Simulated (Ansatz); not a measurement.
# Co (P6_3/mmc) in Ansatz: notebook

One crystal, Co, is run at these levels: PBE; tasks: single point.

All numbers are computed with Ansatz 0.2.0; they aren't measurements. Logs are shortened: lines on timing, memory, paths and dates and some standing lists are left out, and cuts for length are marked.

**1. The structure**

It takes space group P6_3/mmc (No. 194, hexagonal). The conventional cell has a = 2.472 Å, b = 2.472 Å, c = 4.021 Å, α = 90.00°, β = 90.00°, γ = 120.00°. Co (site symmetry -6m2) is surrounded by 12 Co at 2.47 Å.

**2. Single point, PBE, collinear spin, ferromagnetic start**

input.yaml

```yaml
crystal:
  lattice:
    - [2.4719999032, 0.0, 0.0]
    - [-1.2359999516, 2.1408147143, 0.0]
    - [0.0, 0.0, 4.02114408]
  atoms:
    - { symbol: Co, position: [0.6666666667, 0.3333333333, 0.75], spin: 2.0 }
    - { symbol: Co, position: [0.3333333333, 0.6666666667, 0.25], spin: 2.0 }
kpoints:
  mp_grid: { grid: [12, 12, 7] }
scf:
  occupations: { method: fermi_dirac, width: 0.05 }
hamiltonian:
  xc: pbe
  pseudopotentials: { kind: all_electron, lapw: { basis_error: 0.001 } }
magnetization:
  spin_polarized: true
  initial_magnetization: 4.0
  spin_locking: { lock_magnetization: hard }
output:
  forces: true
  stress: true
  eigenvalues: true
```

Potentials or basis: all-electron LAPW, scalar-relativistic.

Command:

```
$ ansatz run input.yaml --threads 2 --pin off --max-ram 6144MiB --backend cpu --events-out ev --progress --plain --runs-dir out
```

What it wrote:

```text
Warning: RAYON_NUM_THREADS=2 ignored (pool sized by the plan → 2); use --threads N
LAPW: plane waves up to 9.095 Å⁻¹, error target 1.0e-3 eV per atom; small_component_spin mean_spin; Co in spheres of 1.233 Å, 17 of its electrons in bands, Dirac shells [] (how accurate: hamiltonian.pseudopotentials.lapw.basis_error, Limitations)
Engine: ansatz 0.2.0, aarch64-unknown-linux-gnu
Pseudopotentials: kind: all_electron
Pseudopotential: Co, LAPW, valence charge 17, lapw/all_electron/scalar/gaussian/Co, Koelling and Harmon's equation, gaussian nucleus
Functional definition: PBE
  parameter kappa = 0.804
  parameter beta = 0.06672455060314922
  exchange = pbe_x(kappa = kappa, mu = beta*pi^2/3)
  correlation = pbe_c(beta = beta)
Crystal: 2 atoms, lattice volume = 21.280 Å³
Basis set: ecut = 315.14779257486185 eV, 287 PW (Γ), exchange–correlation at level 2
Bands: 23, of which v1, the nominal top of the filled ones, is band 17 counted from 1 (16 counted from 0)
Symmetry: 24 space group operations
Space group: P63/mmc (ITA 194), of the structure as read, at distance tolerance 2.8e-5 Å
Magnetic group: BNS 194.263 (UNI 1493), of the structure as read, at distance tolerance 2.8e-5 Å
k-points: 76 of 1008
Non-local potential: Co, projectors of the file, none
Initial density: superposition of atomic densities (chi_scale 0.1, normalization cell)
Starting moments: Σ|m| = 4 μB on 2 of 2 sites
Initial wavefunctions: plane waves of lowest kinetic energy (no species holds an atomic orbital)
Functional: x = pbe(κ = 0.804, μ = 0.2195149727645171), c = pbe(β = 0.06672455060314922)
iter 1 solved again at ethr=3.22e-5 eV; its pass at ethr=1.00e-1 eV (dr2=1.09e-2 eV) is discarded
SCF iter   1: F=—  HF=-75834.800365 eV  |F-HF|=—  |Δ(HF+E_count)|=         —  Δρ=1.04e-2 (↑3.44e-3 ↓1.04e-2)  dr2=1.11e-2  dr2_m=6.65e-3  M=4.000 μB ∫|m|=4.019 μB  β_m=0.30  ethr=3.22e-5  ⟨swp⟩=3.3  Hψ=27003  notcnv=0
preconditioner: auto → none  [metal: Δε(μ)=0.013 eV  Ē_g=8.132 eV  σ=0.050 eV  W_gap=0.06  n_scr=8 (ndim 8)  ℏωp=34.2 eV  f_vac=0.000  D(μ)=2.01/eV (n_scr^D=22)  sad-step TF]
SCF iter   2: F=—  HF=-75834.838563 eV  |F-HF|=—  |Δ(HF+E_count)|=   3.82e-2  Δρ=7.09e-3 (↑3.55e-3 ↓7.09e-3)  dr2=5.97e-3  dr2_m=4.01e-3  M=4.000 μB ∫|m|=4.032 μB  β_m=0.61  ethr=3.22e-5  ⟨swp⟩=2.5  Hψ=10014  notcnv=0
SCF iter   3: F=—  HF=-75834.924684 eV  |F-HF|=—  |Δ(HF+E_count)|=   8.61e-2  Δρ=5.42e-3 (↑1.98e-3 ↓5.42e-3)  dr2=5.12e-3  dr2_m=5.80e-4  M=4.000 μB ∫|m|=4.088 μB  β_m=0.52  ethr=1.76e-5  ⟨swp⟩=3.0  Hψ=11911  notcnv=0
iter 4 solved again at ethr=1.36e-7 eV; its pass at ethr=1.51e-5 eV (dr2=4.61e-5 eV) is discarded
SCF iter   4: F=—  HF=-75834.884909 eV  |F-HF|=—  |Δ(HF+E_count)|=   3.98e-2  Δρ=2.87e-4 (↑2.47e-4 ↓2.87e-4)  dr2=4.59e-5  dr2_m=2.30e-7  M=4.000 μB ∫|m|=4.114 μB  β_m=0.66  ethr=1.36e-7  ⟨swp⟩=2.4  Hψ=18273  notcnv=0
SCF iter   5: F=—  HF=-75834.884834 eV  |F-HF|=—  |Δ(HF+E_count)|=   7.56e-5  Δρ=1.14e-4 (↑7.09e-5 ↓1.14e-4)  dr2=4.30e-6  dr2_m=3.75e-7  M=4.000 μB ∫|m|=4.114 μB  β_m=0.82  ethr=1.35e-7  ⟨swp⟩=2.0  Hψ=9652  notcnv=0
SCF iter   6: F=—  HF=-75834.884841 eV  |F-HF|=—  |Δ(HF+E_count)|=   6.93e-6  Δρ=1.37e-5 (↑1.37e-5 ↓4.84e-6)  dr2=1.39e-8  dr2_m=9.02e-9  M=4.000 μB ∫|m|=4.115 μB  β_m=0.91  ethr=1.26e-8  ⟨swp⟩=2.5  Hψ=9950  notcnv=0
SCF iter   7: F=—  HF=-75834.884841 eV  |F-HF|=—  |Δ(HF+E_count)|=   4.02e-7  Δρ=1.61e-6 (↑1.61e-6 ↓1.43e-6)  dr2=1.02e-9  dr2_m=7.19e-11  M=4.000 μB ∫|m|=4.115 μB  β_m=0.85  ethr=4.10e-11  ⟨swp⟩=3.0  Hψ=10870  notcnv=0
SCF iter   8: F=-75834.884841 eV  HF=-75834.884841 eV  |F-HF|=3.06e-10  |Δ(HF+E_count)|=   5.78e-9  Δρ=3.38e-7 (↑3.38e-7 ↓2.96e-7)  dr2=3.85e-11  dr2_m=2.77e-12  M=4.000 μB ∫|m|=4.115 μB  ethr=3.01e-12  ⟨swp⟩=2.6  Hψ=10086  notcnv=0
SCF 1 converged in 8 iterations: F = -75834.884841 eV  dr2 = 3.85e-11
SCF converged after 8 iterations
Stability checked in part: among states of this total moment the steps that led to this state did not find it unstable. No probe was made; neither looks for a lower state of another moment (fixed_total_moment; see scf.lower_state_search)
Magnetization: 4.0000 μB (19.0000 up, 15.0000 down)
Absolute magnetization: 4.1154 μB (∫|ρ↑−ρ↓|)
Spin contamination: 0.0415 ħ² per cell (⟨S²⟩ above its minimum at these occupations)
Per-site moments (μB) at R_I (Å): [(2.024672730974329, 1.23281462386915), (2.024672730974329, 1.23281462386915)]
Free energy (F): -75834.884841 eV
Harris-Foulkes:  -75834.884841 eV  (|F-HF|=3.06e-10)
Internal energy: -75834.868340 eV  (E = F + TS)
E sigma→0 (E₀):  -75834.876590 eV
Entropy (-TS):   -0.016501 eV (-8.251 meV/atom)
Fermi energy:    20.012583 (↑ 20.674267, ↓ 19.350900) eV
--- Per-component energies (eV) ---
  E_band       = -463.586547
  E_kinetic    = 76968.413504
  E_xc         = -3250.427906
  E_electrostatic = -149552.853938  (all electrons and nuclei)
  E_smearing   = -0.016501  (= −TS)
  E_closure    = 0.000000  (closes the sum)
  E_atoms      = -75818.578525  (free atoms, spherical and without spin; not in F)
  Σ components = -75834.884841   (vs F -75834.884841, Δ=0.00e0)
  Basis errors (estimates in eV, not in F): energy 2.5e-4 per atom: plane waves 2.1e-4 (1.1e-4 summed), levels above the bands 1.9e-76, relativity 3.0e-8, radial functions 4.3e-5, core shells 1.0e-9; eigenvalues (radial functions only) 1.0e-6; not estimated: angular momenta, meshes, grids; target (lapw.basis_error) 1.0e-3; muffin-tin radii Co 1.233 Å
--- Forces (eV/Å), atoms counted from 1 ---
  atom   1  Co     0.00000000    -0.00000000     0.00000000
  atom   2  Co     0.00000000     0.00000000     0.00000000
  max |Σ_I F_I| component: 2.31e-18 eV/Å
--- Stress (GPa, compression-positive) ---
       12.908518       0.000000       0.000000
        0.000000      12.908518       0.000000
        0.000000       0.000000      13.999045
  P = ⅓ Tr σ = 13.2720 GPa (132.720 kbar)
--- Band table (eV; the first three rows and the last of 152) ---
  k-point 0 ↑: bands = ["-76.8443", "-76.7845", "-40.2393", "-39.9438", "-39.9438", "-39.8954", "-39.8949", "-39.8949", "10.2942", "14.0710", "16.6229", "16.6566", "16.6566", "16.9708", "16.9708", "17.3332", "17.3332", "18.4428", "18.4428", "19.1699", "25.7440", "41.4269", "44.2370"]
  k-point 1 ↑: bands = ["-76.8413", "-76.7874", "-40.2225", "-39.9414", "-39.9414", "-39.9126", "-39.8973", "-39.8973", "10.5012", "14.0283", "16.5702", "16.6059", "16.6059", "16.9157", "16.9157", "17.4571", "17.4571", "18.4052", "18.4310", "18.4310", "26.9153", "41.3246", "43.0891"]
  k-point 2 ↑: bands = ["-76.8330", "-76.7958", "-40.1753", "-39.9609", "-39.9346", "-39.9346", "-39.9041", "-39.9041", "11.1022", "13.7761", "16.4388", "16.5448", "16.5448", "16.7843", "16.7843", "17.1387", "17.7221", "17.7221", "18.3724", "18.3724", "29.5081", "39.5142", "41.7436"]
  k-point 75 ↓: bands = ["-74.3340", "-74.3340", "-37.8083", "-37.8083", "-37.7469", "-37.7220", "-37.5839", "-37.5839", "16.8903", "16.9644", "16.9838", "16.9838", "17.8269", "17.8269", "19.3177", "19.5898", "20.7202", "20.7202", "26.0369", "26.0369", "27.1620", "28.4180", "30.1079"]
```

Wall time 13 s (2 threads of Arm Neoverse V2, shared host); peak memory 0.51 GiB.

Results:

```yaml
Free_energy: -75834.8848 eV
Pressure: 13.3 GPa
Absolute_moment: 4.12 μB per cell
Site_moments: Co +2.02 μB
```

Caveat: the total moment is fixed, so each spin has its own Fermi level.

**3. Single point, PBE, collinear spin, ferromagnetic start**

Changes to input.yaml since step 2:

```diff
@@ -6,4 +6,4 @@
   atoms:
-    - { symbol: Co, position: [0.6666666667, 0.3333333333, 0.75], spin: 2.0 }
-    - { symbol: Co, position: [0.3333333333, 0.6666666667, 0.25], spin: 2.0 }
+    - { symbol: Co, position: [0.6666666667, 0.3333333333, 0.75], spin: 2.4 }
+    - { symbol: Co, position: [0.3333333333, 0.6666666667, 0.25], spin: 2.4 }
 kpoints:
@@ -17,3 +17,3 @@
   spin_polarized: true
-  initial_magnetization: 4.0
+  initial_magnetization: 4.8
   spin_locking: { lock_magnetization: hard }
```

Potentials or basis: all-electron LAPW, scalar-relativistic.

Command:

```
$ ansatz run input.yaml --threads 2 --pin off --max-ram 6144MiB --backend cpu --events-out ev --progress --plain --runs-dir out
```

Wall time 13 s (2 threads of Arm Neoverse V2, shared host); peak memory 0.52 GiB.

The run converged. Its results:

| Item | Value |
| --- | --- |
| Free energy | -75834.0261 eV |
| Pressure | 25.4 GPa |
| Absolute moment | 4.80 μB per cell |
| Site moments | Co +2.38 μB |

Stress tensor (GPa, compression positive):
```
23.44  0.00  0.00
 0.00 23.44  0.00
 0.00  0.00 29.47
```

Caveat: the total moment is fixed, so each spin has its own Fermi level.
